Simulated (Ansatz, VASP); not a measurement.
# CuI (Marshite): VASP beside Ansatz, part 2 of 2

Wanted: the spread between two codes on one cell, functional and k mesh.

VASP 6.6.1 and Ansatz 0.2.0.

So far: The structure; VASP: band structure, HSE03.

The database entry behind the starting cell differs from later determinations by our own check (about 0.15 % long (mineral sample)), so it need not match the best structure at ambient conditions.

### 3. Ansatz: band structure, HSE03

Level of this step: Ansatz beside VASP: Kohn-Sham DFT, plane waves, HSE03 (Ansatz).

Ansatz runs on its default PAW (the set named soft_2) files.

The same cell, functional, mesh and smearing now go to Ansatz, which takes its cutoff from its data sets.

input.yaml

```yaml
crystal:
  lattice:
    - [0.0, 3.0315, 3.0315]
    - [3.0315, 0.0, 3.0315]
    - [3.0315, 3.0315, 0.0]
  atoms:
    - { symbol: Cu, position: [0.25, 0.25, 0.25] }
    - { symbol: I, position: [0.0, 0.0, 0.0] }
hamiltonian:
  xc: { exchange: pbe, correlation: pbe, exx: { coeff: 0.25, omega: 0.3 } }
  pseudopotentials: { kind: paw }
kpoints:
  mp_grid: { grid: [4, 4, 4] }
  band_path:
    path:
      - [0.0, 0.0, 0.0]
      - [0.5, 0.0, 0.5]
      - [0.5, 0.2, 0.7]
      - [0.4, 0.35, 0.75]
      - [0.15, 0.15, 0.3]
      - [0.2, 0.2, 0.2]
      - [0.55, 0.4, 0.55]
      - [0.6, 0.25, 0.65]
      - [0.5, 0.25, 0.75]
      - [0.5, 0.5, 0.5]
      - [0.375, 0.375, 0.75]
      - [0.5, 0.0, 0.5]
    npoints: 1
scf:
  occupations: { method: gaussian, width: 0.02 }
  n_extra_bands: 7
output:
  forces: true
  stress: true
  eigenvalues: true
  write_density: true
  write_potential: true
  elf: true
  volumetric_format: npy
```

Run with:

```bash
> ansatz run input.yaml --threads 4 --pin off --max-ram 9216MiB --backend cpu --events-out ev --progress --plain --runs-dir out
```

Numbers of over 12 decimals in the logs are rounded to 6 here.

Log:

```text
Warning: output.stress: scf.convergence.dr2_threshold = 1e-7 eV (the SCF's general default) is looser than the 2e-10 eV advised for a printed stress (1e-10 eV for each atom of the cell: 2). What an SCF threshold leaves in a stress goes as its square root, and in the free energy as the threshold itself, and one threshold admits the most on a small cell: [figures from the program's tests cut] Set scf.convergence.dr2_threshold to 2e-10 eV or tighter. The threshold is an SCF's pass mark: one that does not reach it within its budget of iterations ends unconverged, or closes short of it on a stop that the run arms, and scf.convergence.dr2_threshold's page says what that costs each kind of run
Warning: output.stress: scf.exx.energy_threshold = 1e-6 eV is looser than the 2e-8 eV advised for a stress under a hybrid functional (1e-8 eV for each atom of the cell: 2). Every SCF of the exchange loop can meet its threshold on dr2 while the loop round them stops early: no threshold on dr2 bounds what that leaves in the stress. Set scf.exx.energy_threshold to 2e-8 eV or tighter. The threshold is the loop's pass mark: a loop that does not reach it within its budget of cycles ends unconverged, and scf.exx.energy_threshold's page has the law
scf.n_extra_bands = 7 over 18 filled bands (N_el = 36.0): the run solves 25 bands
Engine: ansatz 0.2.0, aarch64-unknown-linux-gnu
Pseudopotentials: kind: paw
Pseudopotential: Cu, paw, valence charge 19, recommended cutoff 420 eV (normal), Cu.paw.azcp
Pseudopotential: I, paw, valence charge 17, recommended cutoff 420 eV (normal), I.paw.azcp
Functional definition: unnamed
  parameter a_1 = 0.25
  parameter omega_1 = 0.3/angstrom
  exchange = pbe_x + (-a_1)*pbe_x_sr(omega_1) + a_1*exact_x_sr(omega_1)
  correlation = pbe_c
Crystal: 2 atoms, lattice volume = 55.719 Å³
Basis set: ecut = 420 eV, 1067 PW (Γ), exchange–correlation on 60×60×60 points (8 copies of the dense FFT grid, shifted against one another)
Bands: 25, of which v1, the nominal top of the filled ones, is band 18 counted from 1 (17 counted from 0)
Symmetry: 24 space group operations
Space group: F-43m (ITA 216), of the structure as read, at distance tolerance 3.8e-5 Å
k-points: 8 of 64 (time reversal used)
Non-local potential: Cu, projectors of the file, l = 0: 3, l = 1: 2, l = 2: 3, l = 3: 1
Non-local potential: I, projectors of the file, l = 0: 2, l = 1: 2, l = 2: 2, l = 3: 2
PAW form: soft (Blöchl's): semilocal exchange-correlation on the pseudo side does not see the compensation charge
PAW frozen core: Cu, regenerated for the run's functional, and the local potential with it (the file was generated under x = pbe(κ = 0.804, μ = 0.219515), c = pbe(β = 0.066725))
PAW frozen core: I, regenerated for the run's functional, and the local potential with it (the file was generated under x = pbe(κ = 0.804, μ = 0.219515), c = pbe(β = 0.066725))
PAW one-centre angular grid: Cu, 590 points (default); XC on 64 Gauss nodes
PAW one-centre angular grid: I, 590 points (default); XC on 96 Gauss nodes
Initial density: superposition of atomic densities (neutral atoms: chi_scale 0, normalization atom), corrected by the library's trained network
Initial wavefunctions: pseudopotential atomic-orbital guess
Functional: x = pbe(κ = 0.804, μ = 0.219515), c = pbe(β = 0.066725), warm-up for x = pbe(κ = 0.804, μ = 0.219515) + 0.25 (exact − pbe) at short range (hse, ω = 0.3 Å⁻¹), c = pbe(β = 0.066725)
SCF iter   1: F=—  HF=-14138.332159 eV  |F-HF|=—  |Δ(HF+E_count)|=         —  Δρ=7.36e-4  dr2=1.80e-4  ethr=1.77e-3  ⟨swp⟩=12.4  Hψ=1000  notcnv=0
preconditioner: auto → none  [insulator: Δε(μ)=1.128 eV  Ē_g=11.145 eV  σ=0.020 eV  W_gap=1.00  n_scr=14 (ndim 8)  ℏωp=21.1 eV  f_vac=0.179  D(μ)=0.00/eV (n_scr^D=0)]
SCF iter   2: F=-14138.332343 eV  HF=-14138.332453 eV  |F-HF|=1.10e-4  |Δ(HF+E_count)|=   2.94e-4  Δρ=4.64e-4  dr2=8.31e-5  ethr=5.01e-7  ⟨swp⟩=4.5  Hψ=724  notcnv=0
SCF 1 stopped early in 2 iterations: F = -14138.332343 eV  dr2 = 8.31e-5
  greatest PAW one-centre occupation: 1.000 electrons in one spin orbital (limit 2), on the Cu atom at site 0 (counted from 0), in its partial waves of l = 0
Initial density: handed on by an earlier stage of this run
Initial wavefunctions: those handed on with the density
Functional: x = pbe(κ = 0.804, μ = 0.219515) + 0.25 (exact − pbe) at short range (hse, ω = 0.3 Å⁻¹), c = pbe(β = 0.066725)
Exchange kernel: α = 0.2500, screened, ω = 0.3000 Å⁻¹, Wigner–Seitz truncation, v(0) = 502.5522 eV·Å³, q-mesh 4×4×4, nearest image of the exchange supercell L = 17.15 Å, pair-density grid 18×18×18, without the augmentation charges, whose exchange is taken in its separable form by FFT convolution over the k-point mesh (sized by the pseudopotential files, 24×24×24 at the most), smooth part of the exact exchange by density-matrix convolution
Frozen-core exchange: fock
SCF iter   1: F=—  HF=-14142.434749 eV  |F-HF|=—  |Δ(HF+E_count)|=         —  Δρ=3.25e-2  dr2=4.01e-1  ethr=2.31e-6  ⟨swp⟩=5.8  Hψ=908  notcnv=0
preconditioner: auto → none  [insulator: Δε(μ)=2.668 eV  Ē_g=13.130 eV  σ=0.020 eV  W_gap=1.00  n_scr=14 (ndim 8)  ℏωp=21.1 eV  f_vac=0.179  D(μ)=0.00/eV (n_scr^D=0)]
SCF iter   2: F=—  HF=-14142.451317 eV  |F-HF|=—  |Δ(HF+E_count)|=   1.66e-2  Δρ=2.87e-2  dr2=3.22e-1  ethr=2.31e-6  ⟨swp⟩=5.5  Hψ=770  notcnv=0
SCF iter   3: F=—  HF=-14142.353876 eV  |F-HF|=—  |Δ(HF+E_count)|=   9.74e-2  Δρ=5.89e-3  dr2=1.39e-2  ethr=2.31e-6  ⟨swp⟩=5.2  Hψ=727  notcnv=0
SCF iter   4: F=—  HF=-14142.363364 eV  |F-HF|=—  |Δ(HF+E_count)|=   9.49e-3  Δρ=2.33e-3  dr2=2.19e-3  ethr=2.31e-6  ⟨swp⟩=4.2  Hψ=570  notcnv=0  defer=1
iter 5 solved again at ethr=3.36e-8 eV; its pass at ethr=2.31e-6 eV (dr2=1.21e-5 eV) is discarded
SCF iter   5: F=—  HF=-14142.362973 eV  |F-HF|=—  |Δ(HF+E_count)|=   3.91e-4  Δρ=1.49e-4  dr2=3.01e-5  ethr=3.36e-8  ⟨swp⟩=3.4  Hψ=851  notcnv=0
SCF iter   6: F=—  HF=-14142.363151 eV  |F-HF|=—  |Δ(HF+E_count)|=   1.78e-4  Δρ=2.65e-4  dr2=3.53e-5  ethr=3.36e-8  ⟨swp⟩=4.1  Hψ=530  notcnv=0  defer=1
SCF iter   7: F=-14142.363139 eV  HF=-14142.363140 eV  |F-HF|=5.50e-7  |Δ(HF+E_count)|=   1.16e-5  Δρ=3.17e-5  dr2=9.40e-7  ethr=3.36e-8  ⟨swp⟩=4.0  Hψ=446  notcnv=0
SCF 2 stopped early in 7 iterations: F = -14142.363139 eV  dr2 = 9.40e-7
  greatest PAW one-centre occupation: 1.000 electrons in one spin orbital (limit 2), on the Cu atom at site 0 (counted from 0), in its partial waves of l = 1
hybrid outer 1: dexx = +1.212e-2 eV, tail = 7.66e-5 eV
Exchange kernel: α = 0.2500, screened, ω = 0.3000 Å⁻¹, Wigner–Seitz truncation, v(0) = 502.5522 eV·Å³, q-mesh 4×4×4, nearest image of the exchange supercell L = 17.15 Å, pair-density grid 18×18×18, without the augmentation charges, whose exchange is taken in its separable form by FFT convolution over the k-point mesh (sized by the pseudopotential files, 24×24×24 at the most), smooth part of the exact exchange by density-matrix convolution
Frozen-core exchange: fock
SCF iter   1: F=—  HF=-14142.362934 eV  |F-HF|=—  |Δ(HF+E_count)|=         —  Δρ=1.33e-4  dr2=5.45e-6  ethr=1.06e-6  ⟨swp⟩=4.9  Hψ=460  notcnv=0
preconditioner: auto → none  [insulator: Δε(μ)=2.431 eV  Ē_g=12.756 eV  σ=0.020 eV  W_gap=1.00  n_scr=14 (ndim 8)  ℏωp=21.1 eV  f_vac=0.185  D(μ)=0.00/eV (n_scr^D=0)]
SCF iter   2: F=—  HF=-14142.362934 eV  |F-HF|=—  |Δ(HF+E_count)|=   4.66e-7  Δρ=2.17e-5  dr2=1.51e-7  ethr=1.34e-8  ⟨swp⟩=4.0  Hψ=485  notcnv=0
SCF iter   3: F=—  HF=-14142.362934 eV  |F-HF|=—  |Δ(HF+E_count)|=   3.34e-7  Δρ=5.95e-6  dr2=3.23e-8  ethr=3.15e-10  ⟨swp⟩=3.9  Hψ=505  notcnv=0  defer=4
SCF iter   4: F=-14142.362934 eV  HF=-14142.362934 eV  |F-HF|=2.32e-9  |Δ(HF+E_count)|=   1.19e-8  Δρ=1.50e-6  dr2=2.19e-9  ethr=7.91e-11  ⟨swp⟩=3.2  Hψ=398  notcnv=0  defer=1
SCF 3 converged in 4 iterations: F = -14142.362934 eV  dr2 = 2.19e-9
  Residual-converged pass: ⟨swp⟩=3.6  Hψ=470  notcnv=0  max |occ|·‖R‖ = 2.2e-6 eV (tolerance 2.4e-6 eV)  dr2=2.13e-9  dr2_onsite=2.49e-9  max |Δocc| = 0.0e0
hybrid outer 2: dexx = +4.159e-7 eV, tail = 5.28e-8 eV, Δε = 6.94e-3 eV (about 2.76e-4 eV left of the loop's levels)
NSCF: frozen V_eff on 12 k-points
hybrid SCF converged: 2 outer / 11 inner (+2 warm-up), last move |dexx| = 4.16e-7 eV, tail = 5.28e-8 eV
Stability not checked: this state was not tested for a lower state beside it, because the functional holds exact exchange (a hybrid, or Hartree-Fock), whose exchange loop this test does not read (fock_operator; see scf.lower_state_search)
Free energy (F): -14142.362934 eV
Frozen-core exchange: fock
Harris-Foulkes:  -14142.362934 eV  (|F-HF|=2.32e-9)
Internal energy: -14142.362934 eV  (E = F + TS)
E sigma→0 (E₀):  -14142.362934 eV
Fermi energy:    8.517350 eV
--- Per-component energies (eV) ---
  E_band       = -954.040948
  E_kinetic    = 490.157877
  E_local      = -7649.398672  (includes V_loc(G=0)·N_el)
  E_nonlocal   = 324.280918
  E_hartree    = 3567.498298
  E_xc         = -175.855927
  E_vxc        = -194.766310  (∫ρ·V_xc dr)
  E_exx        = -153.451260  (= α·E_x^exact, valence–valence)
  E_paw        = -6390.878147  (= ΣΔE_a)
  E_vpaw       = -752.412006  (= ΣTr[D̂ρ^β])
  E_aug_tail   = 0.000302  (compensation charges beyond the density's cutoff)
  E_ewald      = -4154.131452
  E_core_change = -0.584860  (= ΣΔE_core)
  E_smearing   = -0.000000  (= −TS)
  E_closure    = -0.000012  (closes the sum)
  Σ components = -14142.362934   (vs F -14142.362934, Δ=0.00e0)
--- Forces (eV/Å), atoms counted from 1 ---
  atom   1  Cu    -0.00000000     0.00000000    -0.00000000
  atom   2  I      0.00000000     0.00000000     0.00000000
  max |Σ_I F_I| component: 3.93e-17 eV/Å
--- Stress (GPa, compression-positive) ---
        0.887871      -0.000000      -0.000000
        0.000000       0.887871       0.000000
       -0.000000       0.000000       0.887871
  P = ⅓ Tr σ = 0.8879 GPa (8.879 kbar)
--- Band table (eV; the first three rows and the last of 8) ---
  k-point 0: bands = [... 14 lower, 4.8590, 7.3010, 7.3010, 7.3010, 9.7334, 13.4181, 13.4181, 13.4181, ... 3 higher]
  k-point 1: bands = [... 14 lower, 4.8505, 5.6721, 6.8740, 6.8740, 10.8618, 13.9890, 13.9890, 14.0057, ... 3 higher]
  k-point 2: bands = [... 14 lower, 4.8830, 4.9360, 6.4817, 6.4817, 10.7107, 13.9176, 13.9176, 15.8820, ... 3 higher]
  k-point 7: bands = [... 14 lower, 4.9576, 4.9704, 5.1008, 5.6428, 12.9916, 13.2216, 14.6192, 14.8144, ... 3 higher]
```

It took 24 s on 4 threads of Arm Neoverse V1, shared host; peak memory 0.81 GiB.

In the SCF lines HF is the Harris–Foulkes energy and dr2 the Hartree energy of the density residual, in eV; the loop may stop once dr2 is under the threshold and the program's other checks hold. Hψ counts applications of the Hamiltonian.

### 4. Differences

Known differences besides the potentials themselves: exact exchange at q = 0 is treated differently, which shows on coarse meshes; VASP keeps PBE cores, Ansatz makes them for the functional; the data sets hold 36 valence electrons in Ansatz (default PAW (the set named soft_2) files) and 18 in VASP; the cutoff is 420 eV in Ansatz and 400 eV in VASP; VASP takes a coarser grid for exact exchange (PRECFOCK = Fast). Total energies have different zeros and are not compared.

Both answers:

```csv
quantity,Ansatz,VASP,difference
gap over the path points (eV),2.432,2.377,+0.055
```

Levels at points of the path, from each program's valence-band top (eV; 4 filled, then empty):

```csv
k (reciprocal lattice),Ansatz,VASP
0.000 0.000 0.000,-2.44 0.00 0.00 0.00 2.43 6.12 6.12,-2.43 0.00 0.00 0.00 2.38 6.08 6.08
0.500 0.000 0.500,-2.36 -2.25 -1.91 -1.91 3.70 4.06 10.61,-2.35 -2.24 -1.90 -1.90 3.68 4.04 10.61
0.500 0.200 0.700,-2.36 -2.33 -2.16 -1.67 5.31 5.58 7.81,-2.35 -2.32 -2.15 -1.66 5.29 5.55 7.77
0.400 0.350 0.750,-2.42 -2.27 -1.98 -1.57 4.31 5.86 8.63,-2.41 -2.25 -1.97 -1.56 4.29 5.83 8.59
0.150 0.150 0.300,-2.43 -1.42 -0.93 -0.28 4.08 5.89 6.67,-2.42 -1.42 -0.93 -0.28 4.04 5.86 6.63
0.200 0.200 0.200,-2.45 -1.29 -0.30 -0.30 3.48 6.27 6.58,-2.44 -1.28 -0.30 -0.30 3.43 6.23 6.54
0.550 0.400 0.550,-2.43 -2.33 -1.33 -1.01 4.19 6.06 7.21,-2.41 -2.31 -1.32 -1.01 4.16 6.03 7.16
0.600 0.250 0.650,-2.42 -2.27 -1.98 -1.57 4.31 5.86 8.63,-2.41 -2.25 -1.97 -1.56 4.29 5.83 8.59
0.500 0.250 0.750,-2.34 -2.33 -2.20 -1.66 5.69 5.92 7.32,-2.34 -2.32 -2.19 -1.65 5.67 5.89 7.28
0.500 0.500 0.500,-2.42 -2.37 -0.82 -0.82 3.41 6.62 6.62,-2.40 -2.35 -0.82 -0.82 3.37 6.58 6.58
```

Among the levels compared at these points, filled levels agree within 14 meV and empty ones within 55 meV.

### 5. What came out

```json
{
 "difference in gap over the path points (band structure, HSE03)": "0.055 eV"
}
```

What this shows: The difference in gap over the path points is 0.055 eV (band structure, HSE03), within the 0.08 eV picked in this series as the mark of a large difference. How closely two codes agree says nothing of how well the functional describes the real material.

[Lines on the potential files, build, host, timing and source positions are cut from VASP's logs without a mark.]

[Logs are printed without paths, hosts, clocks, repeated set-up lines and the standing remarks that a program may print on its own settings, such as how far it seeks lower states.]

[Hosts, paths, dates, database ids (printed as entryN), source tags and the programs' standing remarks are cut or masked in the printed files.]
